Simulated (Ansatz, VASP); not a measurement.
# One calculation of Au, two programs

```
Au
1.0
     0.00000    2.07905    2.07905
     2.07905    0.00000    2.07905
     2.07905    2.07905    0.00000
Au
1
Cartesian
  0.0000 0.0000 0.0000
```

Alike in both runs: functional PBE; k mesh 18 × 18 × 18; occupations gaussian, width 0.1 eV; no spin polarisation.

Ansatz relaxed the structure, and its values are those at the end. VASP's run is a single point on that final structure, the one shown.

|  | VASP | Ansatz |
| --- | --- | --- |
| version | VASP 6.6.1 | Ansatz 0.2.0 |
| potentials or method | VASP PAW PBE potentials, release 64 (Au) | scalar-relativistic, plane waves, PAW |
| plane-wave cutoff (eV) | 520 | 420 |
| valence electrons in the cell | 11 | 19 |

Ansatz gave:

```
gap on the k mesh at the Fermi level (eV) : none
pressure (GPa)                            : 0.0
```

What did VASP give for the same quantities?

gap on the k mesh at the Fermi level (eV): none; pressure (GPa): -0.3.

A gap of «none» marks a metal or a gap that the smearing closes. The two sets of potentials don't hold the same shells in valence.

The runs have no spin-orbit coupling, so splittings on Au are missing.
